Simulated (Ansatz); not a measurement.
## Ni in Ansatz: the effect of starting spin order

Crystal: Ni.

```
Ni
1.0
     0.00000    1.73757    1.73757
     1.73757    0.00000    1.73757
     1.73757    1.73757    0.00000
Ni
1
Direct
  0.00000 0.00000 0.00000
```

Alike in all runs:

| Item | Value |
| --- | --- |
| Program | Ansatz 0.2.0 |
| Task | single point |
| Functional | PBE |
| Potentials or basis | Ansatz PAW |
| Cutoff | 420 eV (not typed: the program's choice for these potentials) |
| k mesh | 13 × 13 × 13 |
| Occupations | fermi-dirac, width 0.05 eV |

Task: One run gave: energy over the lowest run 62.3 meV/atom; pressure 7.0 GPa; final net moment 0.00 μB; final largest site moment 0.00 μB. Which starting spin order did it use?
A. spin off
B. fm
C. random

Result: A.

```tsv
starting spin order	spin	starting moments	energy over the lowest run (meV/atom)	pressure (GPa)	final net moment (μB)	final largest site moment (μB)
spin off	no spin polarisation	-	62.3	7.0	0.00	0.00
fm	collinear spin, ferromagnetic start	[1.0] μB	0.0	8.1	0.63	0.67
random	collinear spin, random start	[0.83] μB	0.0	8.1	0.63	0.67
```
